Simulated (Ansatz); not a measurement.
# CdS: how strain makes field gradients

```yaml
crystal:
  lattice:
    - [0.00000, 2.94295, 2.94295]
    - [2.94295, 0.00000, 2.94295]
    - [2.94295, 2.94295, 0.00000]
  atoms:
    - { symbol: Cd, position: [0.00000, 0.00000, 0.00000] }
    - { symbol: S, position: [0.75000, 0.75000, 0.75000] }
```

Atoms are numbered in the order listed.

The cell is the one relaxed in the Materials Project (mp-2469), not relaxed further here; entries there can be hypothetical.

The calculation used DFT, PBEsol, all-electron PAW with datasets made for the crystal, scalar-relativistic (Ansatz 0.2.0).

The runs use a Γ-centred 7×7×7 k mesh, Fermi–Dirac smearing of 0.02 eV, cutoff 260 eV (chosen by the program for this cell), no spin polarisation.

The strain is applied along the Cartesian axes of the cell as listed (γ is the engineering shear, twice εxy = εyz = εzx). Fractional coordinates are held (clamped ions).

The columns are Cartesian components of the electric field gradient at the nuclei, in 10²¹ V/m².

No spin–orbit coupling: at heavy atoms the gradients can be off by tens of per cent for that reason.

Only quantities that a quadratic follows smoothly over the whole series are listed; rougher ones are left out.

| γ | Vxy at Cd1 | Vxy at S2 |
| --- | --- | --- |
| -0.0300 | -1.53 | -0.30 |
| -0.0200 | -1.02 | -0.20 |
| -0.0100 | -0.51 | -0.10 |
| 0.0000 | 0.00 | 0.00 |
| 0.0200 | 1.00 | 0.22 |
| 0.0300 | 1.49 | 0.33 |

(1) Fit the series and give the gradient–strain slopes.

(2) One run, at γ = 0.0100, is withheld. Predict its row.

Answers

(1) Least-squares fits y = p0 + p1 x + p2 x² to the rows give Vxy at Cd1: p1 = 50.4, p2 = -20; Vxy at S2: p1 = 10.5, p2 = 15. The slopes p1 are in 10²¹ V/m² per unit strain, for clamped ions.

(2) The fits give 0.50, 0.11; the run gave 0.50, 0.11.
